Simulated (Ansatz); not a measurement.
Molecular dynamics of Si$_{16}$H

Input file:

```yaml
accuracy: low
crystal:
  lattice:
    - [0.0, 5.43, 5.43]
    - [5.43, 0.0, 5.43]
    - [5.43, 5.43, 0.0]
  atoms:
    - { symbol: Si, position: [0.00466873, 0.00578319, -0.00043309] }
    - { symbol: Si, position: [0.13115705, 0.12627925, 0.12774939] }
    - { symbol: Si, position: [0.00637145, 0.00055322, 0.50136571] }
    - { symbol: Si, position: [0.13096542, 0.12640055, 0.6264906] }
    - { symbol: Si, position: [0.00376622, 0.5019591, 0.00129317] }
    - { symbol: Si, position: [0.13182244, 0.62604532, 0.1253702] }
    - { symbol: Si, position: [0.0052255, 0.49935326, 0.5050924] }
    - { symbol: Si, position: [0.13162304, 0.62717176, 0.6259886] }
    - { symbol: Si, position: [0.50556382, 0.00349019, 5.317e-05] }
    - { symbol: Si, position: [0.62955991, 0.12645873, 0.12752867] }
    - { symbol: Si, position: [0.50660019, 0.00056809, 0.50121007] }
    - { symbol: Si, position: [0.63199019, 0.12489269, 0.62589342] }
    - { symbol: Si, position: [0.50815162, 0.50209306, 0.00126802] }
    - { symbol: Si, position: [0.6293428, 0.62829385, 0.12830637] }
    - { symbol: Si, position: [0.50608915, 0.49918341, 0.50348909] }
    - { symbol: Si, position: [0.63013535, 0.62713454, 0.62599554] }
    - { symbol: H, position: [-0.02561457, 0.78291229, 0.28209047] }
magnetization:
  spin_polarized: true
basis:
  ecutwfc: 420.0
kpoints:
  mp_grid: { grid: [2, 2, 2] }
hamiltonian:
  xc: pbe
scf:
  occupations: { method: fermi_dirac, width: 0.02 }
  lower_state_search: "off"
md:
  timestep: 0.5
  n_steps: 300
  ensemble: nvt_nose_hoover
  temperature: 1200.0
  initial_velocities: maxwell_boltzmann
  seed: 663509
  nose_hoover: { tau: 50.0, chain_length: 1 }
```

Run as:

```bash
$ ansatz run input.yaml --threads 1 --pin off --max-ram 3072MiB --backend cpu --events-out ev --progress --plain --runs-dir out
```

It starts from a relaxed structure.

Output, in part (step lines):

```
md step     0: t =     0.00 fs  T =  1200.0 K  F+E_penalty+E_count = -10185.85111627 eV  E_kin = 2.481792 eV  conserved = -10183.36932429 eV  (11 SCF iters)
md step     1: t =     0.50 fs  T =  1198.0 K  F+E_penalty+E_count = -10185.84687340 eV  E_kin = 2.477556 eV  conserved = -10183.36931775 eV  (5 SCF iters)
md step     2: t =     1.00 fs  T =  1191.9 K  F+E_penalty+E_count = -10185.83442545 eV  E_kin = 2.465132 eV  conserved = -10183.36929466 eV  (5 SCF iters)
md step     3: t =     1.50 fs  T =  1182.1 K  F+E_penalty+E_count = -10185.81409472 eV  E_kin = 2.444845 eV  conserved = -10183.36925532 eV  (5 SCF iters)
md step     4: t =     2.00 fs  T =  1168.8 K  F+E_penalty+E_count = -10185.78643205 eV  E_kin = 2.417248 eV  conserved = -10183.36920200 eV  (5 SCF iters)
md step     5: t =     2.50 fs  T =  1152.3 K  F+E_penalty+E_count = -10185.75219508 eV  E_kin = 2.383099 eV  conserved = -10183.36913836 eV  (5 SCF iters)
md step     6: t =     3.00 fs  T =  1133.0 K  F+E_penalty+E_count = -10185.71230060 eV  E_kin = 2.343317 eV  conserved = -10183.36906917 eV  (5 SCF iters)
md step     7: t =     3.50 fs  T =  1111.6 K  F+E_penalty+E_count = -10185.66775557 eV  E_kin = 2.298909 eV  conserved = -10183.36899973 eV  (5 SCF iters)
[... lines left out ...]
md step   300: t =   150.00 fs  T =  2730.3 K  F+E_penalty+E_count = -10182.61375059 eV  E_kin = 5.646706 eV  conserved = -10183.37500540 eV  (6 SCF iters)
```

The steps, from the saved trajectory:

```json
{"time (fs)": "0.0", "T (K)": "1200", "potential energy less start (eV)": "0.000", "conserved less start (meV/atom)": "0.00"}
{"time (fs)": "5.0", "T (K)": "1038", "potential energy less start (eV)": "0.335", "conserved less start (meV/atom)": "0.03"}
{"time (fs)": "10.0", "T (K)": "795", "potential energy less start (eV)": "0.845", "conserved less start (meV/atom)": "0.03"}
{"time (fs)": "15.0", "T (K)": "603", "potential energy less start (eV)": "1.255", "conserved less start (meV/atom)": "0.04"}
{"time (fs)": "20.0", "T (K)": "489", "potential energy less start (eV)": "1.512", "conserved less start (meV/atom)": "0.03"}
{"time (fs)": "25.0", "T (K)": "552", "potential energy less start (eV)": "1.413", "conserved less start (meV/atom)": "0.03"}
{"time (fs)": "30.0", "T (K)": "742", "potential energy less start (eV)": "1.077", "conserved less start (meV/atom)": "0.03"}
{"time (fs)": "35.0", "T (K)": "834", "potential energy less start (eV)": "0.969", "conserved less start (meV/atom)": "0.03"}
{"time (fs)": "40.0", "T (K)": "865", "potential energy less start (eV)": "1.004", "conserved less start (meV/atom)": "0.04"}
{"time (fs)": "45.0", "T (K)": "856", "potential energy less start (eV)": "1.133", "conserved less start (meV/atom)": "0.03"}
{"time (fs)": "50.0", "T (K)": "716", "potential energy less start (eV)": "1.533", "conserved less start (meV/atom)": "-0.02"}
{"time (fs)": "55.0", "T (K)": "406", "potential energy less start (eV)": "2.258", "conserved less start (meV/atom)": "0.06"}
{"time (fs)": "60.0", "T (K)": "461", "potential energy less start (eV)": "2.226", "conserved less start (meV/atom)": "0.06"}
{"time (fs)": "65.0", "T (K)": "538", "potential energy less start (eV)": "2.168", "conserved less start (meV/atom)": "0.07"}
{"time (fs)": "70.0", "T (K)": "776", "potential energy less start (eV)": "1.827", "conserved less start (meV/atom)": "0.04"}
{"time (fs)": "75.0", "T (K)": "889", "potential energy less start (eV)": "1.800", "conserved less start (meV/atom)": "0.04"}
{"time (fs)": "80.0", "T (K)": "839", "potential energy less start (eV)": "2.128", "conserved less start (meV/atom)": "0.07"}
{"time (fs)": "85.0", "T (K)": "820", "potential energy less start (eV)": "2.389", "conserved less start (meV/atom)": "0.06"}
{"time (fs)": "90.0", "T (K)": "860", "potential energy less start (eV)": "2.542", "conserved less start (meV/atom)": "0.07"}
{"time (fs)": "95.0", "T (K)": "996", "potential energy less start (eV)": "2.532", "conserved less start (meV/atom)": "0.07"}
{"time (fs)": "100.0", "T (K)": "1236", "potential energy less start (eV)": "2.367", "conserved less start (meV/atom)": "0.06"}
{"time (fs)": "105.0", "T (K)": "1406", "potential energy less start (eV)": "2.421", "conserved less start (meV/atom)": "-0.01"}
{"time (fs)": "110.0", "T (K)": "1480", "potential energy less start (eV)": "2.674", "conserved less start (meV/atom)": "0.04"}
{"time (fs)": "115.0", "T (K)": "1653", "potential energy less start (eV)": "2.755", "conserved less start (meV/atom)": "0.04"}
{"time (fs)": "120.0", "T (K)": "1614", "potential energy less start (eV)": "3.290", "conserved less start (meV/atom)": "0.15"}
{"time (fs)": "125.0", "T (K)": "1599", "potential energy less start (eV)": "3.725", "conserved less start (meV/atom)": "0.16"}
{"time (fs)": "130.0", "T (K)": "1872", "potential energy less start (eV)": "3.573", "conserved less start (meV/atom)": "0.07"}
{"time (fs)": "135.0", "T (K)": "2111", "potential energy less start (eV)": "3.503", "conserved less start (meV/atom)": "0.09"}
{"time (fs)": "140.0", "T (K)": "2301", "potential energy less start (eV)": "3.523", "conserved less start (meV/atom)": "0.17"}
{"time (fs)": "145.0", "T (K)": "2653", "potential energy less start (eV)": "3.149", "conserved less start (meV/atom)": "-0.25"}
{"time (fs)": "150.0", "T (K)": "2730", "potential energy less start (eV)": "3.237", "conserved less start (meV/atom)": "-0.33"}
```

All steps were run. The conserved energy stayed within 0.65 meV per atom of its start (net change -0.33 meV per atom), so the integration is sound. The mean temperature of the second half is 28 % above the set value. A run of 0.15 ps of so small a system gives no equilibrium averages. Limits of this set-up: coarse k mesh, low accuracy level.

Mean squared displacements from the first frame to the last, about the centre of mass: Si 0.11 Å², H 27.76 Å².

Last frame:

```xyz
17
Lattice="0.0000 5.4300 5.4300 5.4300 0.0000 5.4300 5.4300 5.4300 0.0000" Properties=species:S:1:pos:R:3
Si 0.151 0.011 -0.309
Si 1.367 1.618 1.272
Si 2.834 2.919 -0.041
Si 4.408 4.273 1.371
Si 2.472 0.290 2.895
Si 3.944 1.367 4.042
Si 5.415 2.702 2.837
Si 6.553 4.289 4.220
Si 0.098 2.377 2.951
Si 1.485 3.937 3.942
Si 2.757 5.180 2.546
Si 4.083 6.410 4.083
Si 2.886 3.033 5.506
Si 4.170 4.261 7.284
Si 5.255 5.464 5.716
Si 6.889 6.809 6.583
H 0.684 1.685 5.408
```

Run time: 15 min on 1 thread of Intel(R) Xeon(R) 6975P-C (Granite Rapids), on a shared host, peak memory 0.66 GiB.
